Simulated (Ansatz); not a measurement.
**How far do frozen cores hold at 0.4 of the volume?**

Ansatz 0.2.0 under PBE, scalar-relativistic: all-electron LAPW against the default frozen-core PAW files and norm-conserving files, on the same cells and meshes. Each crystal is compressed to 0.4 of its own relaxed volume, with k spacings near 0.17 Å⁻¹ and smearing of 0.05 to 0.1 eV; spin polarisation is left out. The structure types needn't be the stable ones.

Q: For which of F (sc), Rh (sc), Rh (bcc), Y (hcp), Mg (diamond) does the PAW pressure depart most from LAPW, and by how much?

A: Rh (sc), by -0.97 %. All values:

```csv
crystal,V (Å³/atom),P LAPW (GPa),PAW − LAPW (%),"energy rise, PAW − LAPW (meV/atom)",norm-conserving − LAPW (%)
F (sc),4.21,559.3,0.24,8,-0.15
Rh (sc),6.53,1482,-0.97,-84,0.68
Rh (bcc),5.80,1839,-0.71,-54,0.53
Y (hcp),13.16,139.8,-0.03,-1,0.04
Mg (diamond),16.19,54.4,-0.02,2,0.17
```
